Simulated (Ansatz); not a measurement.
# AlN (P6_3mc) in Ansatz: relaxation of cell and atoms with r2SCAN

Aim: the relaxation of cell and atoms of AlN with r2SCAN.

Everything below comes from runs of Ansatz 0.2.0. Logs are shortened: lines on timing, memory, paths and dates and some standing lists are left out, and cuts for length are marked.

**1. The crystal as given**

The structure is hexagonal, space group P6_3mc (No. 186). The conventional cell has a = 3.113 Å, b = 3.113 Å, c = 4.981 Å, α = 90.00°, β = 90.00°, γ = 120.00°. Around Al (site symmetry 3m) lie 4 N at 1.89 Å. N (site symmetry 3m) has 4 Al at 1.89 Å as nearest neighbours.

**2. Relaxation of cell and atoms, r2SCAN**

Input file input.yaml:

```yaml
crystal:
  lattice:
    - [3.113, 0.0, 0.0]
    - [-1.5565, 2.695937082, 0.0]
    - [0.0, 0.0, 4.981]
  atoms:
    - { symbol: Al, position: [0.6666666667, 0.3333333333, 0.5] }
    - { symbol: Al, position: [0.3333333333, 0.6666666667, 0.0] }
    - { symbol: "N", position: [0.6666666667, 0.3333333333, 0.88] }
    - { symbol: "N", position: [0.3333333333, 0.6666666667, 0.38] }
hamiltonian:
  xc: r2scan
  pseudopotentials: { kind: paw }
kpoints:
  mp_grid: { grid: [7, 7, 5] }
scf:
  occupations: { method: fermi_dirac, width: 0.05 }
output:
  forces: true
  stress: true
  eigenvalues: true
relax:
  f_tol: 0.01
  max_steps: 40
  cell: { stress_tol: 0.05 }
```

Potentials or basis: Ansatz PAW.

On the command line:

```console
ansatz run input.yaml --threads 2 --pin off --max-ram 5632MiB --backend cpu --events-out ev --progress --plain --runs-dir out
```

The log of the run:

```text
Warning: RAYON_NUM_THREADS=2 ignored (pool sized by the plan → 2); use --threads N
Engine: ansatz 0.2.0, x86_64-unknown-linux-gnu
Pseudopotentials: kind: paw
Pseudopotential: Al, paw, valence charge 3, recommended cutoff 500 eV (meta_gga), Al.paw.azcp
Pseudopotential: N, paw, valence charge 5, recommended cutoff 500 eV (meta_gga), N.paw.azcp
Functional definition: r2SCAN
  parameter k0 = 0.174
  parameter k1 = 0.065
  parameter a1 = 4.9479
  exchange = r2scan_x(k0 = k0, k1 = k1, a1 = a1)
  correlation = r2scan_c
Crystal: 4 atoms, lattice volume = 41.803 Å³
Basis set: ecut = 500 eV, 1087 PW (Γ), exchange–correlation on 96×96×160 points (64 copies of the dense FFT grid, shifted against one another)
Bands: 12, of which v1, the nominal top of the filled ones, is band 8 counted from 1 (7 counted from 0)
Symmetry: 12 space group operations
Space group: P63mc (ITA 186), of the structure as read, at distance tolerance 3.5e-5 Å
k-points: 24 of 245 (time reversal used)
Non-local potential: Al, projectors of the file, l = 0: 2, l = 1: 2, l = 2: 1
Non-local potential: N, projectors of the file, l = 0: 2, l = 1: 2, l = 2: 1
PAW form: soft (Blöchl's): semilocal exchange-correlation on the pseudo side does not see the compensation charge
PAW frozen core: Al, regenerated for the run's functional (the file was generated under x = pbe(κ = 0.804, μ = 0.2195149727645171), c = pbe(β = 0.06672455060314922))
PAW frozen core: N, regenerated for the run's functional (the file was generated under x = pbe(κ = 0.804, μ = 0.2195149727645171), c = pbe(β = 0.06672455060314922))
PAW one-centre angular grid: Al, 302 points (default); XC on 160 Gauss nodes
PAW one-centre angular grid: N, 302 points (default); XC on 160 Gauss nodes
Initial density: superposition of atomic densities (neutral atoms: chi_scale 0, normalization atom), corrected by the library's trained network
Initial wavefunctions: pseudopotential atomic-orbital guess
Functional: x = r2scan, c = r2scan; τ floored in thin density (d = 2e-4 eV/Å³)
SCF iter   1: F=—  HF=-1856.827059 eV  |F-HF|=—  |Δ(HF+E_count)|=         —  Δρ=6.56e-3  dr2=1.77e-2  dr2_τ=3.10e-1  ethr=1.77e-3  ⟨swp⟩=5.8  Hψ=1927  notcnv=0
preconditioner: auto → none  [insulator: Δε(μ)=4.763 eV  Ē_g=14.195 eV  σ=0.050 eV  W_gap=1.00  n_scr=2 (ndim 8)  ℏωp=23.0 eV  f_vac=0.000  D(μ)=0.00/eV (n_scr^D=0)  ε∞_Penn≈3.6]
SCF iter   2: F=—  HF=-1856.968738 eV  |F-HF|=—  |Δ(HF+E_count)|=   1.42e-1  Δρ=4.51e-3  dr2=3.82e-3  dr2_τ=2.96e-4  ethr=1.11e-4  ⟨swp⟩=2.6  Hψ=791  notcnv=0
SCF iter   3: F=—  HF=-1856.968409 eV  |F-HF|=—  |Δ(HF+E_count)|=   3.29e-4  Δρ=6.86e-4  dr2=1.46e-4  dr2_τ=6.13e-5  ethr=2.39e-5  ⟨swp⟩=1.2  Hψ=296  notcnv=0
SCF iter   4: F=—  HF=-1856.968395 eV  |F-HF|=—  |Δ(HF+E_count)|=   1.36e-5  Δρ=1.91e-4  dr2=1.61e-5  dr2_τ=9.40e-7  ethr=9.10e-7  ⟨swp⟩=2.1  Hψ=451  notcnv=0
SCF iter   5: F=—  HF=-1856.968391 eV  |F-HF|=—  |Δ(HF+E_count)|=   4.61e-6  Δρ=4.48e-5  dr2=9.84e-7  dr2_τ=1.02e-7  ethr=1.01e-7  ⟨swp⟩=2.0  Hψ=466  notcnv=0
SCF iter   6: F=—  HF=-1856.968391 eV  |F-HF|=—  |Δ(HF+E_count)|=   3.37e-8  Δρ=2.09e-5  dr2=2.16e-7  dr2_τ=4.15e-9  ethr=6.25e-10  ⟨swp⟩=5.3  Hψ=1493  notcnv=0
SCF iter   7: F=-1856.968391 eV  HF=-1856.968391 eV  |F-HF|=8.98e-9  |Δ(HF+E_count)|=   2.04e-8  Δρ=5.85e-6  dr2=1.69e-8  dr2_τ=3.89e-10  ethr=6.25e-10  ⟨swp⟩=4.0  Hψ=911  notcnv=0
SCF 1 converged in 7 iterations: F = -1856.968391 eV  dr2 = 1.69e-8
relax step   1: F+E_penalty+E_count = -1856.96839064 eV  Δ(F+E_penalty+E_count) = +0.000e0 eV  max|allowed force component| = 1.225e-1 eV/Å  Δτ_max = 0.0000 Å  P = -0.925 GPa  Ω = 41.803 Å³  (7 SCF iters, dr2 threshold 1.00e-7 eV, accepted)
Crystal: 4 atoms, lattice volume = 41.707 Å³
Initial density: handed on by an earlier stage of this run
Initial wavefunctions: those handed on with the density
iter 1 solved again at ethr=8.72e-7 eV; its pass at ethr=3.10e-3 eV (dr2=1.39e-4 eV) is discarded
SCF iter   1: F=—  HF=-1856.969427 eV  |F-HF|=—  |Δ(HF+E_count)|=         —  Δρ=5.68e-4  dr2=1.45e-4  dr2_τ=1.00e-4  ethr=8.72e-7  ⟨swp⟩=1.5  Hψ=1820  notcnv=0
preconditioner: auto → none  [insulator: Δε(μ)=4.880 eV  Ē_g=14.166 eV  σ=0.050 eV  W_gap=1.00  n_scr=2 (ndim 8)  ℏωp=23.0 eV  f_vac=0.000  D(μ)=0.00/eV (n_scr^D=0)  ε∞_Penn≈3.6]
SCF iter   2: F=—  HF=-1856.969418 eV  |F-HF|=—  |Δ(HF+E_count)|=   9.06e-6  Δρ=2.05e-4  dr2=1.01e-5  dr2_τ=5.00e-6  ethr=8.72e-7  ⟨swp⟩=2.0  Hψ=465  notcnv=0
SCF iter   3: F=—  HF=-1856.969417 eV  |F-HF|=—  |Δ(HF+E_count)|=   1.62e-6  Δρ=7.04e-5  dr2=1.50e-6  dr2_τ=1.42e-7  ethr=6.30e-8  ⟨swp⟩=2.3  Hψ=441  notcnv=0
SCF iter   4: F=-1856.969416 eV  HF=-1856.969417 eV  |F-HF|=5.90e-8  |Δ(HF+E_count)|=   7.43e-8  Δρ=2.96e-5  dr2=2.56e-7  dr2_τ=8.44e-9  ethr=2.50e-9  ⟨swp⟩=5.0  Hψ=1367  notcnv=0
SCF 2 converged in 4 iterations: F = -1856.969416 eV  dr2 = 2.56e-7
relax step   2: F+E_penalty+E_count = -1856.96941648 eV  Δ(F+E_penalty+E_count) = -1.026e-3 eV  max|allowed force component| = 9.078e-2 eV/Å  Δτ_max = 0.0008 Å  P = -0.447 GPa  Ω = 41.707 Å³  energy of the carried Pulay correction = +2.281e-5 eV  (4 SCF iters, dr2 threshold 4.00e-7 eV, accepted)
[... 18 lines left out ...]
Crystal: 4 atoms, lattice volume = 41.614 Å³
iter 1 solved again at ethr=2.08e-8 eV; its pass at ethr=3.10e-3 eV (dr2=3.32e-6 eV) is discarded
SCF iter   1: F=—  HF=-1856.970202 eV  |F-HF|=—  |Δ(HF+E_count)|=         —  Δρ=9.06e-5  dr2=3.58e-6  dr2_τ=1.79e-6  ethr=2.08e-8  ⟨swp⟩=2.8  Hψ=1941  notcnv=0
preconditioner: auto → none  [insulator: Δε(μ)=4.880 eV  Ē_g=14.183 eV  σ=0.050 eV  W_gap=1.00  n_scr=2 (ndim 8)  ℏωp=23.0 eV  f_vac=0.000  D(μ)=0.00/eV (n_scr^D=0)  ε∞_Penn≈3.6]
SCF iter   2: F=—  HF=-1856.970202 eV  |F-HF|=—  |Δ(HF+E_count)|=   8.05e-8  Δρ=3.47e-5  dr2=2.90e-7  dr2_τ=1.07e-7  ethr=2.08e-8  ⟨swp⟩=2.0  Hψ=465  notcnv=0
SCF iter   3: F=-1856.970202 eV  HF=-1856.970202 eV  |F-HF|=1.38e-8  |Δ(HF+E_count)|=   5.45e-8  Δρ=1.19e-5  dr2=4.62e-8  dr2_τ=4.86e-9  ethr=4.82e-10  ⟨swp⟩=4.2  Hψ=1015  notcnv=0
SCF 5 converged in 3 iterations: F = -1856.970202 eV  dr2 = 4.62e-8
relax step   5: F+E_penalty+E_count = -1856.97020182 eV  Δ(F+E_penalty+E_count) = -1.197e-5 eV  max|allowed force component| = 3.496e-5 eV/Å  Δτ_max = 0.0000 Å  P = -0.003 GPa  Ω = 41.614 Å³  energy of the carried Pulay correction = +4.485e-5 eV  (3 SCF iters, dr2 threshold 7.72e-8 eV, accepted)
Initial wavefunctions: pseudopotential atomic-orbital guess (no wavefunctions were taken with the density)
iter 1 solved again at ethr=9.82e-9 eV; its pass at ethr=3.10e-3 eV (dr2=1.57e-6 eV) is discarded
SCF iter   1: F=—  HF=-1856.970153 eV  |F-HF|=—  |Δ(HF+E_count)|=         —  Δρ=1.49e-5  dr2=4.92e-8  dr2_τ=1.78e-8  ethr=9.82e-9  ⟨swp⟩=3.2  Hψ=2780  notcnv=0
preconditioner: auto → none  [insulator: Δε(μ)=4.879 eV  Ē_g=14.182 eV  σ=0.050 eV  W_gap=1.00  n_scr=2 (ndim 8)  ℏωp=23.0 eV  f_vac=0.000  D(μ)=0.00/eV (n_scr^D=0)  ε∞_Penn≈3.6]
SCF iter   2: F=—  HF=-1856.970153 eV  |F-HF|=—  |Δ(HF+E_count)|=   1.58e-9  Δρ=7.76e-6  dr2=8.99e-9  dr2_τ=2.55e-9  ethr=3.07e-10  ⟨swp⟩=2.2  Hψ=486  notcnv=0
SCF iter   3: F=—  HF=-1856.970153 eV  |F-HF|=—  |Δ(HF+E_count)|=   3.41e-9  Δρ=2.56e-6  dr2=2.71e-9  dr2_τ=4.32e-10  ethr=5.62e-11  ⟨swp⟩=2.1  Hψ=427  notcnv=0
SCF iter   4: F=-1856.970153 eV  HF=-1856.970153 eV  |F-HF|=1.18e-11  |Δ(HF+E_count)|=  5.18e-10  Δρ=3.37e-7  dr2=1.90e-11  dr2_τ=3.09e-12  ethr=1.00e-12  ⟨swp⟩=3.3  Hψ=1287  notcnv=0
SCF 6 converged in 4 iterations: F = -1856.970153 eV  dr2 = 1.90e-11
relax step   6: F+E_penalty+E_count = -1856.97015349 eV  Δ(F+E_penalty+E_count) = +4.833e-5 eV  max|allowed force component| = 6.508e-5 eV/Å  Δτ_max = 0.0000 Å  P = -0.001 GPa  Ω = 41.614 Å³  stress off target by 1.70e-3 GPa  SCF on the basis re-selected at this cell (its energy is not comparable with the rows above)  (4 SCF iters)
basis re-selected at this cell: Δ(F+E_penalty+E_count) = +4.833e-5 eV, ΔP = +0.001 GPa vs the last step (what re-selecting the basis moved, of the pressure what is left beyond the Pulay correction that the steps carried, after the strain that the cell walked since its last selection, with what the two solves' SCF thresholds leave and, on support functions, any second-order correction that the steps lacked; it is no measure of the basis error at this ecutwfc). This SCF's stress stands 1.70e-3 GPa from its target on what of the cell is left free (relax.cell.stress_tol is 5.00e-2 GPa) and its largest allowed force component is 6.51e-5 eV/Å (relax.f_tol is 1.00e-2 eV/Å): within both
SCF converged after 4 iterations
Free energy (F): -1856.970153 eV
Harris-Foulkes:  -1856.970153 eV  (|F-HF|=1.18e-11)
Internal energy: -1856.970153 eV  (E = F + TS)
E sigma→0 (E₀):  -1856.970153 eV
Fermi energy:    9.380026 eV
--- Per-component energies (eV) ---
  E_band       = 23.147655
  E_kinetic    = 321.368341
  E_local      = -448.705609  (includes V_loc(G=0)·N_el)
  E_nonlocal   = 108.521395
  E_hartree    = 157.353912
  E_xc         = -197.824380
  E_vxc        = -238.489109  (∫ρ·V_xc dr)
  E_paw        = -1204.935782  (= ΣΔE_a)
  E_vpaw       = -47.058256  (= ΣTr[D̂ρ^β])
  E_aug_tail   = 0.000038  (compensation charges beyond the density's cutoff)
  E_vtau       = 12.803037  (kinetic-family band-sum trace: ∫τ·v_τ [+ j·A + Jᵃ·Aᵃ] dr)
  E_ewald      = -592.568722
  E_core_change = -0.179345  (= ΣΔE_core)
  E_smearing   = -0.000000  (= −TS)
  E_closure    = -0.000000  (closes the sum)
  Σ components = -1856.970153   (vs F -1856.970153, Δ=0.00e0)
--- Forces (eV/Å), atoms counted from 1 ---
  atom   1  Al    -0.00000000    -0.00000000    -0.00013582
  atom   2  Al     0.00000000     0.00000000    -0.00013582
  atom   3  N      0.00000000     0.00000000    -0.00000565
  atom   4  N     -0.00000000    -0.00000000    -0.00000565
  max |Σ_I F_I| component: 2.83e-4 eV/Å
--- Stress (GPa, compression-positive) ---
       -0.000974       0.000000      -0.000000
        0.000000      -0.000974       0.000000
       -0.000000       0.000000      -0.001700
  P = ⅓ Tr σ = -0.0012 GPa (-0.012 kbar)
--- Band table (eV; the first three rows and the last of 24) ---
  k-point 0: bands = ["-9.0529", "-6.9386", "0.8600", "6.0428", "6.0428", "6.7055", "6.7055", "6.9291", "11.8084", "14.4551", "18.5294", "18.9808"]
  k-point 1: bands = ["-8.8996", "-7.2171", "1.3839", "6.1028", "6.1028", "6.1034", "6.6389", "6.6389", "12.4843", "14.5325", "18.2800", "18.9354"]
  k-point 2: bands = ["-8.4649", "-7.8375", "2.7162", "4.4344", "6.2631", "6.2631", "6.4679", "6.4679", "13.6768", "14.4565", "18.0520", "18.6849"]
  k-point 23: bands = ["-6.6930", "-6.5464", "1.9506", "1.9828", "3.1659", "3.7153", "5.7646", "6.1170", "14.2412", "14.8729", "16.2420", "16.3641"]
--- Relaxed structure (5 steps of the walk, 5 accepted, 1 SCFs on fresh bases) ---
  F+E_penalty+E_count = -1856.97015349 eV   max|allowed force component| = 6.508e-5 eV/Å   (the final SCF, on the basis selected at the relaxed cell)
  cell:  # Å, volume = 41.6138 Å³
    - [3.106750937974568, 2.3126175183834964e-19, -1.4395824891953694e-35]
    - [-1.553375468987284, 2.690525235517109, -7.906996917053365e-34]
    - [-2.303424471139355e-35, -1.4741916615291871e-33, 4.978446552227348]
  atoms:
    - { symbol: Al, position: [0.6666666666666665, 0.3333333333333333, 0.4991898930310726] }
    - { symbol: Al, position: [0.3333333333333333, 0.6666666666666666, -0.0008101069689274067] }
    - { symbol: N, position: [0.6666666666666665, 0.3333333333333333, 0.8808101069689273] }
    - { symbol: N, position: [0.3333333333333333, 0.6666666666666666, 0.3808101069689274] }
```

Wall time 6.4 s (2 threads of Intel Xeon Platinum 8488C (Sapphire Rapids), shared host); peak memory 0.47 GiB.

What came out:

- Free energy: -1856.9702 eV
- Relaxed volume: 10.40 Å³/atom
- Relaxed cell: a = 3.107 Å, b = 3.107 Å, c = 4.978 Å, α = 90.00°, β = 90.00°, γ = 120.00°
- Space group after relaxing (to 0.05 Å): P6_3mc (No. 186)
- Energy gained by relaxing: 0.4 meV/atom
- Ionic steps: 6
- Pressure after relaxing: 0.0 GPa
- Band gap on the k mesh: 4.88 eV, direct

The path:
```csv
step,energy change (eV),largest force (eV/Å),volume (Å³)
1,0.0000,0.1225,41.80
2,-0.0010,0.0908,41.71
3,-0.0015,0.0192,41.67
4,-0.0018,0.0046,41.63
5,-0.0018,0.0001,41.61
6,-0.0018,0.0001,41.61
```

Final structure:
```
Al N
1.0
     3.10675    0.00000    0.00000
    -1.55338    2.69053    0.00000
     0.00000    0.00000    4.97845
Al N
2 2
Direct
  0.66667 0.33333 0.49919
  0.33333 0.66667 0.99919
  0.66667 0.33333 0.88081
  0.33333 0.66667 0.38081
```

Levels at points of the mesh, in eV from the valence-band top:
```csv
k point,band 5,band 6,band 7,band 8,band 9,band 10,band 11,band 12
"(0.00, 0.00, 0.00)",-0.89,-0.22,-0.22,0.00,4.88,7.53,11.60,12.05
```

Caveat: odd divisions of the mesh miss points on the zone boundary, where band edges often lie, so the gap on the mesh can be too wide; the plane-wave basis is chosen anew once the cell has moved, so the energies of steps on either side of that aren't comparable; the PAW data sets come from PBE, with cores solved anew for the run's functional, which leaves a small shift of forces and pressure.
